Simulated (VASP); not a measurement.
Set up this calculation in VASP 6.6.1, as the native input.

```
Task                   : relaxation of cell and atoms
Functional             : r2SCAN
Potentials or basis    : VASP PAW PBE potentials, release 64 (Ba_sv, Ti_sv, O)
Cutoff                 : 600 eV
k mesh                 : 7 × 7 × 7
Occupations            : gaussian, width 0.03 eV
Spin                   : no spin polarisation
Further INCAR settings : ALGO = Normal; EDIFF = 1e-06; IBRION = 2; EDIFFG = -0.01; NSW = 90; ISIF = 3
```

The structure of BaTiO3 lies in POSCAR:

```
BaTiO3
1.0
    2.8273666084      1.6323808724      2.3183934932
   -2.8273666084      1.6323808724      2.3183934932
    0.0000000000     -3.2647617449      2.3183934932
Ba Ti O
1 1 3
Direct
    0.0000000000      0.0000000000      0.0000000000
    0.4845000000      0.4845000000      0.4845000000
    0.5086000000      0.5086000000      0.0175000000
    0.0175000000      0.5086000000      0.5086000000
    0.5086000000      0.0175000000      0.5086000000
```

The input as run:

INCAR

```
PREC     = Accurate       # precision mode
ENCUT    = 600            # plane-wave cutoff, eV
EDIFF    = 1E-6           # SCF threshold, eV
ISMEAR   = 0              # smearing method
SIGMA    = 0.03           # smearing width, eV
LREAL    = F              # projectors in reciprocal space
LASPH    = T              # aspherical terms in the spheres
NELM     = 80             # most SCF steps
ALGO     = Normal         # electronic algorithm
ISIF     = 3              # what is computed and relaxed
LWAVE    = F              # write WAVECAR
LCHARG   = F              # write CHGCAR
METAGGA  = R2SCAN         # meta-GGA
LMIXTAU  = T            
IBRION   = 2              # ionic algorithm
NSW      = 90             # ionic steps
EDIFFG   = -0.01          # ionic threshold
KPAR     = 2
```

KPOINTS

```
regular mesh
0
Gamma
  7 7 7
```

Potentials or basis: VASP PAW PBE potentials, release 64 (Ba_sv, Ti_sv, O).

Command:

```console
$ cat potpaw_PBE.64/Ba_sv/POTCAR potpaw_PBE.64/Ti_sv/POTCAR potpaw_PBE.64/O/POTCAR > POTCAR
$ mpirun -np 2 vasp_std > vasp.out
```

Results of the run:

| Item | Value |
| --- | --- |
| Relaxed volume | 13.14 Å³/atom |
| Relaxed cell | a = 4.035 Å, b = 4.035 Å, c = 4.035 Å, α = 89.82°, β = 89.82°, γ = 89.82° |
| Space group after relaxing (to 0.05 Å) | R3m (No. 160) |
| Energy gained by relaxing | 3.4 meV/atom |
| Ionic steps | 8 |
| Pressure after relaxing | 0.0 GPa |
| Largest force after relaxing | 0.004 eV/Å |
| Band gap on the k mesh | 2.82 eV, indirect (least direct gap 3.21 eV) |

Caveat: the PAW data sets were made with another functional, which shifts forces and pressure a little; spin-orbit coupling is left out, which moves the levels of the heavy elements; an odd mesh through Γ misses points on the zone boundary, where band edges often lie.

It took 6.3 min on 2 MPI ranks on AMD EPYC 9R45 (Zen 5), on a shared host, peak memory 0.23 GiB a rank.
